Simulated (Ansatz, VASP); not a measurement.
Two plane-wave programs on KF (Carobbiite)

```xyz
2
Lattice="0.0000 2.6736 2.6736 2.6736 0.0000 2.6736 2.6736 2.6736 0.0000" Properties=species:S:1:pos:R:3 pbc="T T T"
K     0.0000    0.0000    0.0000
F     2.6736    2.6736    2.6736
```

Alike in both runs: functional PBE; dispersion D3(BJ); k mesh 8 × 8 × 8; occupations gaussian, width 0.02 eV; no spin polarisation.

Ansatz relaxed the structure, and its values are those at the end. VASP's run is a single point on that final structure, the one shown.

```csv
,VASP,Ansatz
version,VASP 6.6.1,Ansatz 0.2.0
potentials or method,"VASP PAW PBE potentials, release 64 (K_sv, F)","scalar-relativistic, plane waves, PAW"
plane-wave cutoff (eV),520,420
valence electrons in the cell,16,16
```

```tsv
	VASP	Ansatz	Ansatz less VASP
gap on the k mesh at the Fermi level (eV)	6.16	6.17	+0.016
least direct gap on the mesh (eV)	6.16	6.17	+0.016
pressure (GPa)	0.0	0.0	-0.04
```

The functional is the same, so the differences come from potentials, cutoffs and numerics.

A k mesh can miss the band edges.
